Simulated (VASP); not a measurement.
## InP: elastic constants with PBEsol

The system is InP.

```
In P
1.0
     0.00000    2.93933    2.93933
     2.93933    0.00000    2.93933
     2.93933    2.93933    0.00000
In P
1 1
Direct
  0.00000 0.00000 0.00000
  0.25000 0.25000 0.25000
```

| Quantity | Value |
| --- | --- |
| Program | VASP 6.6.1 |
| Task | elastic constants |
| Functional | PBEsol |
| Potentials or basis | VASP PAW PBE potentials, release 64 (In_d, P) |
| Cutoff | 600 eV |
| k mesh | 8 × 8 × 8 |
| Occupations | gaussian, width 0.03 eV |
| Spin | no spin polarisation |
| Ions in elastic constants | relaxed |
| Further INCAR settings | ALGO = Normal; EDIFF = 1e-08; IBRION = 6; POTIM = 0.015; NSW = 1; ISIF = 3 |

```yaml
Elastic_constants_C11_C12_C44: 95, 53, 43 GPa
Voigt_bulk_modulus: 67 GPa
Highest_phonon_frequency_at_Γ_LO-TO_splitting_left_out: 295 cm⁻¹
```

Phonon frequencies in cm⁻¹ (negative: imaginary):
```csv
q point,frequencies
"(0.000, 0.000, 0.000)",0 0 0 295 295 295
```

Elastic tensor in Voigt notation (GPa, in the Cartesian axes of the cell as first typed):
```
95 53 53  0  0  0
53 95 53  0  0  0
53 53 95  0  0  0
 0  0  0 43  0  0
 0  0  0  0 43  0
 0  0  0  0  0 43
```

Clamped-ion elastic tensor (GPa):
```
95 53 53  0  0  0
53 95 53  0  0  0
53 53 95  0  0  0
 0  0  0 68  0  0
 0  0  0  0 68  0
 0  0  0  0  0 68
```

It took 15 min on 1 thread of AMD EPYC 9R14 (Zen 4), on a shared host, peak memory 0.35 GiB.

Caveat: the PAW data sets were made with another functional, which shifts forces and pressure a little.
